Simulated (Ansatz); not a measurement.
**Te2Mo: element swaps in one structure**

Aim: put other elements on the sites of Te2Mo (Mo → Cr, Te → O), relax each crystal within the symmetry of the start, and see how size, gap and stability follow.

Method: DFT LDA, scalar-relativistic, plane waves, PAW, in Ansatz 0.2.0.

1 further run of the same task is left out (set aside as unsound or not needed). Runs told in other sessions of the task aren't counted.

### 1 The system as given

It takes space group Pm (No. 6, monoclinic). The conventional cell has a = 6.346 Å, b = 3.494 Å, c = 14.866 Å, α = 90.00°, β = 92.12°, γ = 90.00°. Te (site symmetry m) has 3 Mo at 2.82 to 2.84 Å in its first shell of neighbours. Te (site symmetry m) is surrounded by 3 Mo at 2.70 to 2.71 Å. Only part of the 12 independent sites is listed.

Coordinates:

```cif
data_structure
_symmetry_space_group_name_H-M 'Pm'
_symmetry_Int_Tables_number 6
_cell_length_a 6.3464
_cell_length_b 3.4942
_cell_length_c 14.8663
_cell_angle_alpha 90.000
_cell_angle_beta 92.116
_cell_angle_gamma 90.000
_cell_volume 329.45
loop_
_atom_site_label
_atom_site_type_symbol
_atom_site_symmetry_multiplicity
_atom_site_Wyckoff_symbol
_atom_site_fract_x
_atom_site_fract_y
_atom_site_fract_z
_atom_site_occupancy
Te1 Te 1 a 0.41935 0.00000 0.90115 1
Te2 Te 1 b 0.58109 0.50000 0.09855 1
Te3 Te 1 b 0.90945 0.50000 0.86175 1
Te4 Te 1 a 0.09105 0.00000 0.13792 1
Te5 Te 1 b 0.43254 0.50000 0.63827 1
Te6 Te 1 a 0.56720 0.00000 0.36206 1
Te7 Te 1 a 0.93626 0.00000 0.59892 1
Te8 Te 1 b 0.06309 0.50000 0.40139 1
Mo1 Mo 1 a 0.81900 0.00000 0.99309 1
Mo2 Mo 1 b 0.18149 0.50000 0.00653 1
Mo3 Mo 1 b 0.67978 0.50000 0.49352 1
Mo4 Mo 1 a 0.31969 0.00000 0.50683 1
```

Source of the structure: the Materials Project (structure only).

(A quick probe on a coarse mesh, which set the mesh and smearing, is not shown.)

### 3 Full relaxation

File input.yaml:

```yaml
crystal:
  lattice:
    - [6.3464495577, 0.0, 0.0]
    - [0.0, 3.49421554, 0.0]
    - [-0.5490254083, 0.0, 14.8561586148]
  atoms:
    - { symbol: Te, position: [0.41934698, 0.0, 0.90115399] }
    - { symbol: Te, position: [0.58109276, 0.5, 0.09854983] }
    - { symbol: Te, position: [0.90945389, 0.5, 0.86175202] }
    - { symbol: Te, position: [0.09104745, 0.0, 0.13792275] }
    - { symbol: Te, position: [0.43253951, 0.5, 0.63827401] }
    - { symbol: Te, position: [0.56720469, 0.0, 0.36206281] }
    - { symbol: Te, position: [0.93626097, 0.0, 0.59892358] }
    - { symbol: Te, position: [0.06308657, 0.5, 0.40139181] }
    - { symbol: Mo, position: [0.81900395, 0.0, 0.99308972] }
    - { symbol: Mo, position: [0.1814915, 0.5, 0.00653163] }
    - { symbol: Mo, position: [0.6797845, 0.5, 0.49352002] }
    - { symbol: Mo, position: [0.31968622, 0.0, 0.50682682] }
basis:
  ecutwfc: 420
kpoints:
  mp_grid: { grid: [6, 10, 4] }
hamiltonian:
  xc: lda
scf:
  occupations: { method: gaussian, width: 0.1 }
output:
  forces: true
  stress: true
  eigenvalues: true
  write_density: true
  write_potential: true
  elf: true
  volumetric_format: npy
relax:
  adjacent_minimum: "off"
  f_tol: 0.005
  max_steps: 80
  cell: { stress_tol: 0.05 }
```

On the command line:

```
> ansatz run input.yaml --threads 2 --pin off --max-ram 5120MiB --backend cpu --events-out ev --progress --plain --runs-dir out
```

The session goes on with these runs: second relaxation; a first look at the start (CrO2); coarse relaxation (CrO2); relaxing cell and atoms (CrO2).

What does the calculation give? Wanted: relaxed cell; volume; formation energy; Mo → Cr, Te → O.

As calculated:

```
                                                               quantity                                                                       value
                                                           relaxed cell  a = 6.294 Å, b = 3.439 Å, c = 13.373 Å, α = 90.00°, β = 93.81°, γ = 90.00°
                                                   space group (0.01 Å)                                                             P2_1/m (No. 11)
                                                                 volume                                                               24.06 Å³/atom
formation energy (elements from runs with the same settings, not shown)                                                               -0.27 eV/atom
                                                 Mo → Cr, Te → O (CrO2)                          9.46 Å³/atom, gap none (metal), ΔH_f -1.96 eV/atom
```

**Reading.** The cell shrank by 12.3 % in volume on relaxing. The shape changed too: the edges of the input's cell moved by -0.8, -1.6, -10.0 %. The volume per atom moves by -60.7 % with Mo → Cr, Te → O. Both are metals at this level. CrO2 has the lowest formation energy in this structure (-1.96 eV/atom). A negative value alone does not show stability: other structures and competing compounds were not computed. Starting moments were lost in some runs. The runs treat Te without spin-orbit coupling. A spin-polarised run here lost its starting moments, which speaks against magnetism, though one start doesn't rule it out.
